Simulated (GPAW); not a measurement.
# CuI (Marshite): one start, several treatments of the self-energy

Aim: compare treatments of exchange, screening and correlation for the gap of CuI (Marshite).

Calculated with GPAW 26.7.0; PBE and many-body steps on it, plane waves.

The database entry behind the starting cell differs from later determinations by our own check (about 0.15 % long (mineral sample)), so it need not match the best structure at ambient conditions.

### Step 1. Set-up

The structure is cubic, space group F-43m (No. 216). The conventional cell has a = 6.063 Å, b = 6.063 Å, c = 6.063 Å, α = 90.00°, β = 90.00°, γ = 90.00°. Nearest to Cu lie 4 I at 2.63 Å. Nearest to I lie 4 Cu at 2.63 Å. Farther neighbours and most contacts between anions are not listed.

Coordinates:

```cif
data_structure
_symmetry_space_group_name_H-M 'P 1'
_symmetry_Int_Tables_number 1
_cell_length_a 4.2872
_cell_length_b 4.2872
_cell_length_c 4.2872
_cell_angle_alpha 60.000
_cell_angle_beta 60.000
_cell_angle_gamma 60.000
_cell_volume 55.72
loop_
_atom_site_label
_atom_site_type_symbol
_atom_site_fract_x
_atom_site_fract_y
_atom_site_fract_z
_atom_site_occupancy
Cu1 Cu 0.25000 0.25000 0.25000 1
I2 I 0.00000 0.00000 0.00000 1
```

The cell and positions come from the Crystallography Open Database and are kept as given unless a step says otherwise. Spin-orbit coupling is left out unless a step names it.

### Step 2. Empty states on the mesh, 4×4×4 mesh, 667 bands

This step: GPAW 26.7.0; DFT, PBE, plane waves, PAW.

The sums over transitions need many empty states on a uniform mesh; this step solves for them.

run.py reads:

```python
import json
import numpy as np
from gpaw.mpi import world
from gpaw import GPAW

calc = GPAW('gs.gpw').fixed_density(kpts={'size': (4, 4, 4), 'gamma': True},
    parallel={'domain': 1, 'band': 1},
    txt='nscf.txt')
calc.diagonalize_full_hamiltonian(nbands=667)
calc.write('full.gpw', mode='all')
res = {}
kpts = calc.get_ibz_k_points()
res['kpts'] = kpts
res['eigenvalues'] = [calc.get_eigenvalues(kpt=k) for k in range(len(kpts))]
res['n_electrons'] = calc.get_number_of_electrons()

if world.rank == 0:
    with open('result.json', 'w') as f:
        json.dump(res, f, default=lambda x: x.tolist())
```

Run with:

```
> mpirun -n 4 gpaw python run.py
```

Numbers of over 12 decimals in the logs are rounded to 6 here.

The program printed:

```text
Diagonalizing LCAO Hamiltonian
Converting LCAO to pw mode
convergence criteria:
- Maximum integral of absolute [eigenst]ate change: 4e-08 eV^2 / valence electron
maximum number of iterations: 100

SCF iterations
|iter     |     time |      energy | eigst |  dens |
|iter:   1|  |             | +1.01 |       |
|iter:   2|  |             | -0.67 |       |
|iter:   3|  |             | -2.05 |       |
|iter:   4|  |             | -3.51 |       |
|iter:   5|  |             | -4.66 |       |
|iter:   6|  |             | -5.87 |       |
|iter:   7|  |             | -6.82 |       |
|iter:   8|  |             | -7.62c|       |
SCF steps: 8
  __  _  _
 | _ |_)|_||  |
 |__||  | ||/\| - 26.7.0

Input parameters:
  mode=PW(ecut=600.0),
  convergence={'density': 1e-06, 'bands': -3},
  gpts=array([25, 25, 25]),
  kpts=MonkhorstPack(size=(4, 4, 4), gamma=True),
  maxiter=100,
  nbands=16,
  occupations=Occupations(name='fermi-dirac', width=0.001, fixmagmom=False),
  parallel={'domain': 1, 'band': 1},
  xc=XC(name='PBE')
Matrix size: 1876x1876
# Writing to full.gpw (mode='all')
  [... matrices ...]

timing:  # [seconds]
  Total: 17.810  # ━━━━━━━━━━━━━━━━━━━━━━━━━━━━━━━━━━━━━━━━━━━━━━━━━━━━━━━━━━
```

Run time: 21 s. Hardware: 4 MPI ranks of Arm Neoverse V1, shared host; peak memory 1.9 GiB; 86 s of CPU time.

This step gave:

```
gap                                                           : 1.138 eV
k of the valence top                                          : 0, 0, 0
k of the conduction bottom                                    : 0, 0, 0
least direct gap                                              : 1.138 eV
k points computed                                             : 8
lowest point of the top converged band, above the valence top : 289.9572 eV
```

On this mesh the gap is 1.138 eV.

### Step 3. G0W0, Godby-Needs plasmon pole

G0W0 replaces the xc potential by the self-energy, built once from these orbitals. Only a window of levels is corrected, while the sums run over the empty bands that the input names.

This step: G0W0 on PBE, plane waves, PAW.

run.py reads:

```python
import json
import numpy as np
from gpaw.mpi import world
from gpaw.response.g0w0 import G0W0

gw = G0W0('full.gpw',
    filename='gw',
    kpts=[0],
    bands=(7, 11),
    ecut=180,
    nbands=305,
    integrate_gamma='WS',
    ppa=True)
gw.calculate()
res = {mode: {k: v for k, v in r.items() if k != 'sigma_eskwn'}
       for mode, r in gw.all_results.items()}

if world.rank == 0:
    with open('result.json', 'w') as f:
        json.dump(res, f, default=lambda x: x.tolist())
```

Run with:

```
> mpirun -n 4 gpaw python run.py
```

The program printed:

```text
Using integrator: PointIntegrator
FrequencyGridDescriptor(from 0.000+0.000j to 0.000+27.211j eV, 2 points)
Nonperiodic BCs:  [False False False]
Using integrator: PointIntegrator
FrequencyGridDescriptor(from 0.000+0.000j to 0.000+27.211j eV, 2 points)
Nonperiodic BCs:  [False False False]
  ___  _ _ _
 |   || | | |
 | | || | | |
 |__ ||_____|
 |___|

BZ k-points: Symmetries present (total): 24

  [... matrices ...]
64 k-points: 4 x 4 x 4 Monkhorst-Pack grid + [1/8,1/8,1/8]
8 k-points in the irreducible part of the Brillouin zone
       k-points in crystal coordinates                weights
   0:     0.00000000    0.00000000    0.00000000          1/64
   1:     0.25000000    0.25000000    0.00000000          6/64
   2:     0.25000000    0.25000000    0.25000000          8/64
   3:     0.50000000    0.25000000   -0.25000000          6/64
   4:     0.50000000    0.25000000    0.25000000         12/64
   5:     0.50000000    0.50000000    0.00000000          3/64
   6:     0.50000000    0.50000000    0.25000000         24/64
   7:     0.50000000    0.50000000    0.50000000          4/64

Distributing spins, k-points and bands (1 x 1 x 4) over 4 processes
Number of blocks: 1

Quasi particle states:
k-points (IBZ indices): [0]
Band range: (7, 11)
  [... matrices ...]
Computational parameters:
Plane wave cut-off: 180 eV
Number of bands: 305
Coulomb cutoff: None
Broadening: 0.1 eV

fxc modes: GW
Kernel: RPA
Using Godby-Needs plasmon-pole approximation:
  Fitting energy: i*E0, E0 = 1.000 Hartree
Summing all q:

Calculating screened Coulomb potential
No Coulomb truncation
FrequencyGridDescriptor(from 0.000+0.000j to 0.000+27.211j eV, 2 points)
Removing empty qpoint cache files...

Calculating chi0 body with:
    Ground state adapter containing:
    Number of spins: 1
    Number of kpoints: 64
    Number of irreducible kpoints: 8
    Number of completely occupied states: 9
    Number of partially occupied states: 9
    Occupied states memory: 2.145767 M / cpu

    Linear response parametrization:
    q_c: [0.0, 0.0, 0.0]
    Number of frequency points: 2
    Planewave cutoff: 180.0
    Number of bands: 305
    Number of planewaves: 307
    Broadening (eta): 1e-06
    comm.size: 4
    kncomm.size: 4
    blockcomm.size: 1

    Memory estimate of potentially large arrays:
        chi0_wGG: 2.876251 M / cpu
Integrating chi0 body.

Symmetries of q_c:
    Direct symmetries (Uq -> q): 24
    Indirect symmetries (TUq -> q): 24
In total 48 allowed symmetries.

  [... matrices ...]
8 groups of equivalent kpoints. 87.5% reduction.

Integral kind: response function
Integrating chi0 head and wings.

Symmetries of q_c:
    Direct symmetries (Uq -> q): 24
    Indirect symmetries (TUq -> q): 24
In total 48 allowed symmetries.

  [... matrices ...]
8 groups of equivalent kpoints. 87.5% reduction.

Integral kind: response function wings

Calculating chi0 body with:
    Ground state adapter containing:
    Number of spins: 1
    Number of kpoints: 64
    Number of irreducible kpoints: 8
    Number of completely occupied states: 9
    Number of partially occupied states: 9
    Occupied states memory: 2.145767 M / cpu

[... the further q-points ...]

Results:
f:      Occupation numbers
eps:     KS-eigenvalues [eV]
vxc:     KS vxc [eV]
exx:     Exact exchange [eV]
sigma:   Self-energies [eV]
dsigma:  Self-energy derivatives
Z:       Renormalization factors
qp:      QP-energies [eV]

k-point 0 (0): (0.000, 0.000, 0.000)                GW
band       f     eps     vxc     exx   sigma  dsigma       Z      qp
                                                                   GW
   7   1.000   4.474 -30.038 -36.126   5.379  -0.354   0.739   3.951
   8   1.000   4.474 -30.038 -36.126   5.379  -0.354   0.739   3.951
   9   0.000   5.612 -12.444  -8.089  -3.948  -0.232   0.812   5.942
  10   0.000   9.359 -11.141  -6.681  -4.205  -0.243   0.805   9.564
```

Run time: 1.7 min. Hardware: 4 MPI ranks; peak memory 1.6 GiB; 6.9 min of CPU time.

This step gave:

```
G0W0 gap on the points computed              : 1.991 eV
least direct G0W0 gap on the computed points : 1.991 eV
Z at the valence top                         : 0.7388
Z at the conduction bottom                   : 0.8117
starting gap on the mesh                     : 1.138 eV
k of the valence top                         : 0, 0, 0
k of the conduction bottom                   : 0, 0, 0
```

The gap on the mesh goes from 1.14 eV to 1.99 eV, a correction of +0.85 eV.

### Step 4. One-shot HSE06

This step: one-shot HSE06 levels on PBE orbitals, plane waves, PAW.

run.py reads:

```python
import json
import numpy as np
from gpaw.mpi import world
from gpaw.hybrids.eigenvalues import non_self_consistent_eigenvalues

dft, vxc, vxc_hyb = non_self_consistent_eigenvalues('full.gpw', 'HSE06', 7, 11, kpt_indices=[0])
res = {'dft': dft[0], 'hybrid': (dft - vxc + vxc_hyb)[0]}
if world.rank == 0:
    with open('hybrid.txt', 'w') as f:
        for k, e0, e1 in zip([0], res['dft'], res['hybrid']):
            print(k, ' '.join(f'{x:9.4f}' for x in e0), '|', ' '.join(f'{x:9.4f}' for x in e1), file=f)

if world.rank == 0:
    with open('result.json', 'w') as f:
        json.dump(res, f, default=lambda x: x.tolist())
```

Run with:

```
> mpirun -n 4 gpaw python run.py
```

The program printed:

```text
IBZ(<points: 8, symmetries: 24>)
Occupied bands: 9
Transforming wave functions from IBZ to BZ: 0.034 seconds
Distributing wave functions and iFFT-ing to real space: 0.213 seconds
Calculating eigenvalues:
  k-points: 1
  Bands: 7-10 (inclusive)
  Seconds: 0.253 (wave-function broadcasting: 0.004 seconds)
HSE06-eigenvalue shifts:
  min: -1.464 eV
  ave: -0.544 eV
  max: 0.393 eV
```

The job ended after 3.3 s (4 MPI ranks; peak memory 0.48 GiB; 13 s of CPU time).

Numbers from this step:

```yaml
starting_gap_on_the_mesh: 1.138 eV
hybrid_gap_on_the_mesh: 2.961 eV
least_direct_hybrid_gap_on_the_computed_points: 2.961 eV
```

(Part 1 of 2 ends here.)

[Paths, hosts, dates, memory and timing lines, banners, echoed tables and standing remarks are left out of the program output.]

[Logs are printed without paths, hosts, clocks, repeated set-up lines and the standing remarks that a program may print on its own settings, such as how far it seeks lower states.]

[Runs of the session that timed out or met a known fault of the program may be left out.]

[Hosts, paths, dates, database ids (printed as entryN), source tags and the programs' standing remarks are cut or masked in the printed files.]
